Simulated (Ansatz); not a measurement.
# MgS (F-43m) in Ansatz: a series of runs

The runs below take MgS through single point, equation of state, with LDA.

All numbers are computed with Ansatz 0.2.0; they aren't measurements. Logs are shortened: lines on timing, memory, paths and dates and some standing lists are left out, and cuts for length are marked.

## Step 1: The crystal as given

The structure is cubic, space group F-43m (No. 216). The conventional cell has a = 5.666 Å, b = 5.666 Å, c = 5.666 Å, α = 90.00°, β = 90.00°, γ = 90.00°. S (site symmetry -43m) has 4 Mg at 2.45 Å as nearest neighbours. Around Mg (site symmetry -43m) lie 4 S at 2.45 Å.

The cell comes from a database or a generator and needn't be the stable form of this composition.

## Step 2: Single point, LDA, 21.38 Å³/atom (volume scaled by 0.94)

Contents of input.yaml:

```yaml
crystal:
  lattice:
    - [0.0, 2.7752850422, 2.7752850422]
    - [2.7752850422, 0.0, 2.7752850422]
    - [2.7752850422, 2.7752850422, 0.0]
  atoms:
    - { symbol: S, position: [0.25, 0.25, 0.25] }
    - { symbol: Mg, position: [0.0, 0.0, 0.0] }
kpoints:
  mp_grid: { grid: [8, 8, 8] }
scf:
  occupations: { method: fermi_dirac, width: 0.05 }
hamiltonian:
  xc: lda
  pseudopotentials: { kind: all_electron, lapw: { basis_error: 0.001 } }
output:
  forces: true
  stress: true
  eigenvalues: true
```

Potentials or basis: all-electron LAPW, scalar-relativistic.

Started as:

```sh
> ansatz run input.yaml --threads 1 --pin off --max-ram 3072MiB --backend cpu --events-out ev --progress --plain --runs-dir out
```

The log of the run:

```text
Warning: RAYON_NUM_THREADS=1 ignored (pool sized by the plan → 1); use --threads N
LAPW: plane waves up to 7.571 Å⁻¹, error target 1.0e-3 eV per atom; small_component_spin mean_spin; Mg in spheres of 1.236 Å, 10 of its electrons in bands, Dirac shells []; S in spheres of 1.167 Å, 14 of its electrons in bands, Dirac shells [] (how accurate: hamiltonian.pseudopotentials.lapw.basis_error, Limitations)
Engine: ansatz 0.2.0, x86_64-unknown-linux-gnu
Pseudopotentials: kind: all_electron
Pseudopotential: S, LAPW, valence charge 14, lapw/all_electron/scalar/gaussian/S, Koelling and Harmon's equation, gaussian nucleus
Pseudopotential: Mg, LAPW, valence charge 10, lapw/all_electron/scalar/gaussian/Mg, Koelling and Harmon's equation, gaussian nucleus
Functional definition: SPW92
  exchange = slater_x
  correlation = pw_c
Crystal: 2 atoms, lattice volume = 42.752 Å³
Basis set: ecut = 218.37959118863023 eV, 331 PW (Γ), exchange–correlation at level 2
Bands: 16, of which v1, the nominal top of the filled ones, is band 12 counted from 1 (11 counted from 0)
Symmetry: 24 space group operations
Space group: F-43m (ITA 216), of the structure as read, at distance tolerance 3.5e-5 Å
k-points: 29 of 512 (time reversal used)
Non-local potential: S, projectors of the file, none
Non-local potential: Mg, projectors of the file, none
Initial density: superposition of atomic densities (chi_scale 0.1, normalization cell, long waves kept (reshape's long-wave potential 0.00 eV rms))
Initial wavefunctions: plane waves of lowest kinetic energy (no species holds an atomic orbital)
Functional: x = slater, c = lda
iter 1 solved again at ethr=6.05e-3 eV; its pass at ethr=1.00e-1 eV (dr2=1.45e0 eV) is discarded
SCF iter   1: F=—  HF=-16262.877698 eV  |F-HF|=—  |Δ(HF+E_count)|=         —  Δρ=4.27e-2  dr2=1.45e0  ethr=6.05e-3  ⟨swp⟩=2.0  Hψ=3216  notcnv=0
preconditioner: auto → none  [insulator: Δε(μ)=4.312 eV  Ē_g=11.901 eV  σ=0.050 eV  W_gap=1.00  n_scr=14 (ndim 8)  ℏωp=16.1 eV  f_vac=0.000  D(μ)=0.00/eV (n_scr^D=0)  ε∞_Penn≈2.8]
iter 2 solved again at ethr=1.10e-4 eV; its pass at ethr=6.05e-3 eV (dr2=2.64e-2 eV) is discarded
SCF iter   2: F=—  HF=-16262.353256 eV  |F-HF|=—  |Δ(HF+E_count)|=   5.24e-1  Δρ=1.03e-2  dr2=2.64e-2  ethr=1.10e-4  ⟨swp⟩=2.0  Hψ=2442  notcnv=0
SCF iter   3: F=—  HF=-16262.334434 eV  |F-HF|=—  |Δ(HF+E_count)|=         —  Δρ=5.34e-3  dr2=1.27e-2  ethr=1.10e-4  ⟨swp⟩=2.0  Hψ=1382  notcnv=0
the basis was enlarged: its passes take 29.5 KiB over the memory plan, 1 of 1 planned eigensolver slots
SCF iter   4: F=—  HF=-16262.332855 eV  |F-HF|=—  |Δ(HF+E_count)|=   1.58e-3  Δρ=2.23e-3  dr2=2.21e-3  ethr=5.28e-5  ⟨swp⟩=2.0  Hψ=1276  notcnv=0
SCF iter   5: F=—  HF=-16262.332340 eV  |F-HF|=—  |Δ(HF+E_count)|=   5.16e-4  Δρ=4.75e-4  dr2=9.81e-5  ethr=9.20e-6  ⟨swp⟩=2.0  Hψ=1276  notcnv=0
SCF iter   6: F=—  HF=-16262.332322 eV  |F-HF|=—  |Δ(HF+E_count)|=   1.77e-5  Δρ=5.46e-5  dr2=1.24e-6  ethr=4.09e-7  ⟨swp⟩=2.0  Hψ=1276  notcnv=0
SCF iter   7: F=-16262.332322 eV  HF=-16262.332322 eV  |F-HF|=4.55e-10  |Δ(HF+E_count)|=   8.49e-8  Δρ=4.38e-6  dr2=5.15e-9  ethr=5.15e-9  ⟨swp⟩=2.0  Hψ=1276  notcnv=0
SCF 1 converged in 7 iterations: F = -16262.332322 eV  dr2 = 5.15e-9
SCF converged after 7 iterations
Free energy (F): -16262.332322 eV
Harris-Foulkes:  -16262.332322 eV  (|F-HF|=4.55e-10)
Internal energy: -16262.332322 eV  (E = F + TS)
E sigma→0 (E₀):  -16262.332322 eV
Fermi energy:    5.494054 eV
--- Per-component energies (eV) ---
  E_band       = -1620.299043
  E_kinetic    = 16302.684581
  E_xc         = -1090.976318
  E_electrostatic = -31474.040585  (all electrons and nuclei)
  E_smearing   = -0.000000  (= −TS)
  E_closure    = 0.000000  (closes the sum)
  E_atoms      = -16253.029852  (free atoms, spherical and without spin; not in F)
  Σ components = -16262.332322   (vs F -16262.332322, Δ=0.00e0)
  Basis errors (estimates in eV, not in F): energy 4.5e-4 per atom: plane waves 4.1e-4 (2.5e-4 summed), levels above the bands 9.5e-67, relativity 1.9e-9, radial functions 4.0e-5, core shells 5.4e-14; eigenvalues (radial functions only) 2.0e-6; not estimated: angular momenta, meshes, grids; target (lapw.basis_error) 1.0e-3; muffin-tin radii Mg 1.236 Å, S 1.167 Å
--- Forces (eV/Å), atoms counted from 1 ---
  atom   1  S     -0.00000000     0.00000000     0.00000000
  atom   2  Mg     0.00000000    -0.00000000     0.00000000
  max |Σ_I F_I| component: 2.54e-17 eV/Å
--- Stress (GPa, compression-positive) ---
        1.533878       0.000000      -0.000000
        0.000000       1.533878       0.000000
       -0.000000       0.000000       1.533878
  P = ⅓ Tr σ = 1.5339 GPa (15.339 kbar)
--- Band table (eV; the first three rows and the last of 29) ---
  k-point 0: bands = ["-198.4096", "-144.0922", "-144.0922", "-144.0922", "-69.2122", "-36.6339", "-36.6339", "-36.6339", "-7.7662", "3.6923", "3.6923", "3.6923", "7.1777", "11.5828", "11.5828", "11.5828"]
  k-point 1: bands = ["-198.4096", "-144.0922", "-144.0922", "-144.0922", "-69.2122", "-36.6344", "-36.6339", "-36.6339", "-7.6655", "2.9479", "3.6346", "3.6346", "7.8722", "11.4085", "11.7698", "11.7698"]
  k-point 2: bands = ["-198.4096", "-144.0922", "-144.0922", "-144.0922", "-69.2121", "-36.6357", "-36.6341", "-36.6341", "-7.4028", "1.6760", "3.5052", "3.5052", "8.7020", "11.5177", "11.7880", "11.7880"]
  k-point 28: bands = ["-198.4096", "-144.0922", "-144.0922", "-144.0922", "-69.2120", "-36.6367", "-36.6359", "-36.6352", "-6.6972", "1.2190", "1.6567", "2.2186", "9.0700", "11.7620", "11.7860", "12.2309"]
```

It took 14 s on 1 thread of Intel Xeon at 2.50GHz (Skylake/Cascade Lake), shared host; peak memory 0.25 GiB.

Results:

- Free energy: -16262.3323 eV
- Pressure: 1.5 GPa
- Band gap on the k mesh: 3.49 eV, direct

## Step 3: Single point, LDA, 21.83 Å³/atom (volume scaled by 0.96)

input.yaml: that of step 2 with these lines changed.

```diff
@@ -2,5 +2,5 @@
   lattice:
-    - [0.0, 2.7752850422, 2.7752850422]
-    - [2.7752850422, 0.0, 2.7752850422]
-    - [2.7752850422, 2.7752850422, 0.0]
+    - [0.0, 2.794829947, 2.794829947]
+    - [2.794829947, 0.0, 2.794829947]
+    - [2.794829947, 2.794829947, 0.0]
   atoms:
```

Potentials or basis: all-electron LAPW, scalar-relativistic.

Started as:

```sh
> ansatz run input.yaml --threads 1 --pin off --max-ram 3072MiB --backend cpu --events-out ev --progress --plain --runs-dir out
```

Run time: 16 s. Hardware: 1 thread of Intel Xeon at 2.50GHz (Skylake/Cascade Lake), shared host; peak memory 0.26 GiB.

The run converged. Its results:

```yaml
Free_energy: -16262.3371 eV
Pressure: 0.2 GPa
Band_gap_on_the_k_mesh: 3.38 eV, direct
```

## Step 4: Single point, LDA, 22.29 Å³/atom (volume scaled by 0.98)

input.yaml: that of step 3 with these lines changed.

```diff
@@ -2,5 +2,5 @@
   lattice:
-    - [0.0, 2.794829947, 2.794829947]
-    - [2.794829947, 0.0, 2.794829947]
-    - [2.794829947, 2.794829947, 0.0]
+    - [0.0, 2.8141052454, 2.8141052454]
+    - [2.8141052454, 0.0, 2.8141052454]
+    - [2.8141052454, 2.8141052454, 0.0]
   atoms:
```

Started as:

```sh
> ansatz run input.yaml --threads 1 --pin off --max-ram 3072MiB --backend cpu --events-out ev --progress --plain --runs-dir out
```

Run time: 17 s. Hardware: 1 thread of Intel Xeon at 2.50GHz (Skylake/Cascade Lake), shared host; peak memory 0.26 GiB.

Results (log left out):

- Free energy: -16262.3345 eV
- Pressure: -1.1 GPa
- Band gap on the k mesh: 3.27 eV, direct

## Step 5: Single point, LDA, 22.74 Å³/atom

input.yaml: that of step 4 with these lines changed.

```diff
@@ -2,5 +2,5 @@
   lattice:
-    - [0.0, 2.8141052454, 2.8141052454]
-    - [2.8141052454, 0.0, 2.8141052454]
-    - [2.8141052454, 2.8141052454, 0.0]
+    - [0.0, 2.8331200468, 2.8331200468]
+    - [2.8331200468, 0.0, 2.8331200468]
+    - [2.8331200468, 2.8331200468, 0.0]
   atoms:
```

Started as:

```sh
> ansatz run input.yaml --threads 1 --pin off --max-ram 3072MiB --backend cpu --events-out ev --progress --plain --runs-dir out
```

Run time: 17 s. Hardware: 1 thread of Intel Xeon at 2.50GHz (Skylake/Cascade Lake), shared host; peak memory 0.25 GiB.

The run converged. Its results:

```
Free energy            : -16262.3252 eV
Pressure               : -2.2 GPa
Band gap on the k mesh : 3.17 eV, direct
```

## Step 6: Single point, LDA, 23.20 Å³/atom (volume scaled by 1.02)

input.yaml: that of step 5 with these lines changed.

```diff
@@ -2,5 +2,5 @@
   lattice:
-    - [0.0, 2.8331200468, 2.8331200468]
-    - [2.8331200468, 0.0, 2.8331200468]
-    - [2.8331200468, 2.8331200468, 0.0]
+    - [0.0, 2.851882978, 2.851882978]
+    - [2.851882978, 0.0, 2.851882978]
+    - [2.851882978, 2.851882978, 0.0]
   atoms:
```

Potentials or basis: all-electron LAPW, scalar-relativistic.

Started as:

```sh
> ansatz run input.yaml --threads 1 --pin off --max-ram 3072MiB --backend cpu --events-out ev --progress --plain --runs-dir out
```

It used 11 s of CPU time on 1 thread of Intel(R) Xeon(R) Processor @ 2.50GHz (Skylake/Cascade Lake) (shared host), which was overloaded at the time.

Results (log left out):

```
Free energy            : -16262.3100 eV
Pressure               : -3.2 GPa
Band gap on the k mesh : 3.08 eV, direct
```

## Step 7: Single point, LDA, 23.65 Å³/atom (volume scaled by 1.04)

input.yaml: that of step 6 with these lines changed.

```diff
@@ -2,5 +2,5 @@
   lattice:
-    - [0.0, 2.851882978, 2.851882978]
-    - [2.851882978, 0.0, 2.851882978]
-    - [2.851882978, 2.851882978, 0.0]
+    - [0.0, 2.8704022176, 2.8704022176]
+    - [2.8704022176, 0.0, 2.8704022176]
+    - [2.8704022176, 2.8704022176, 0.0]
   atoms:
```

Started as:

```sh
> ansatz run input.yaml --threads 1 --pin off --max-ram 3072MiB --backend cpu --events-out ev --progress --plain --runs-dir out
```

It took 13 s on 1 thread of Intel Xeon at 2.50GHz (Skylake/Cascade Lake), shared host; peak memory 0.26 GiB.

The run converged. Its results:

```
Free energy            : -16262.2895 eV
Pressure               : -4.1 GPa
Band gap on the k mesh : 2.98 eV, direct
```

## Step 8: Single point, LDA, 24.10 Å³/atom (volume scaled by 1.06)

input.yaml: that of step 7 with these lines changed.

```diff
@@ -2,5 +2,5 @@
   lattice:
-    - [0.0, 2.8704022176, 2.8704022176]
-    - [2.8704022176, 0.0, 2.8704022176]
-    - [2.8704022176, 2.8704022176, 0.0]
+    - [0.0, 2.8886855272, 2.8886855272]
+    - [2.8886855272, 0.0, 2.8886855272]
+    - [2.8886855272, 2.8886855272, 0.0]
   atoms:
```

Started as:

```sh
> ansatz run input.yaml --threads 1 --pin off --max-ram 3072MiB --backend cpu --events-out ev --progress --plain --runs-dir out
```

Wall time 14 s (1 thread of Intel Xeon at 2.50GHz (Skylake/Cascade Lake), shared host); peak memory 0.25 GiB.

Results (log left out):

* Free energy: -16262.2641 eV
* Pressure: -4.9 GPa
* Band gap on the k mesh: 2.89 eV, direct

## Step 9: Equation of state, LDA

Potentials or basis: all-electron LAPW, scalar-relativistic.

This step only gathers the single runs of the series.

Results:

* Equilibrium volume: 21.89 Å³/atom
* Bulk modulus: 62 GPa
* Pressure derivative of the bulk modulus: 4.1

Energy against volume, from the lowest point:
```
volume (Å³/atom)  energy (meV/atom)
          21.376               2.38
          21.831               0.00
          22.285               1.31
          22.740               5.92
          23.195              13.52
          23.650              23.80
          24.105              36.49
```
